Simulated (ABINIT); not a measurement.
BaTiO3:

```
Ba Ti O
1.0
     3.99980    0.00000    0.00000
     0.00000    3.99980    0.00000
     0.00000    0.00000    4.01800
Ba Ti O
1 1 3
Cartesian
  0.0000 0.0000 0.0000
  1.9999 1.9999 1.9688
  0.0000 1.9999 2.0773
  1.9999 0.0000 2.0773
  1.9999 1.9999 0.0763
```

```yaml
Program: ABINIT 10.8.3 (patched build)
Task: relaxation of cell and atoms
Functional: PBEsol
Potentials_or_basis: JTH PAW PBE v2.0
Cutoff: 626 eV
k_mesh: 5 × 5 × 5
Occupations: fermi-dirac, width 0.05 eV
Spin: no spin polarisation
```

At the start: pressure -2.3 GPa; volume 12.86 Å³/atom.

Q: How do energy, volume and symmetry change on relaxing?

A: Over 7 steps the energy falls by 3.0 meV/atom and the volume is 12.79 Å³/atom (-0.5 %); space group P4mm (No. 99, to 0.05 Å).

The path:
```tsv
step	energy change (eV)	largest force (eV/Å)	pressure (GPa)	volume (Å³)
1	0.0000	0.3232	-2.30	64.28
2	-0.0064	0.2489	-1.03	63.83
3	-0.0113	0.0446	0.31	63.49
4	-0.0123	0.0232	0.36	63.53
5	-0.0147	0.0377	0.34	63.73
6	-0.0148	0.0886	-0.01	64.01
7	-0.0152	0.0161	0.00	63.93
```

Final structure:
```
Ba Ti O
1.0
     3.96496    0.00000    0.00000
     0.00000    3.96496    0.00000
     0.00000    0.00000    4.06671
Ba Ti O
1 1 3
Cartesian
  0.0000 0.0000 -0.0084
  1.9825 1.9825 1.9603
  0.0000 1.9825 2.1027
  1.9825 0.0000 2.1027
  1.9825 1.9825 0.1178
```

Caveat: this set's barium file shifts pressures by 1.5 GPa and gaps by 0.1 eV against other sets; the PAW data sets were made with another functional, which shifts forces and pressure a little; the atomic spheres overlap.
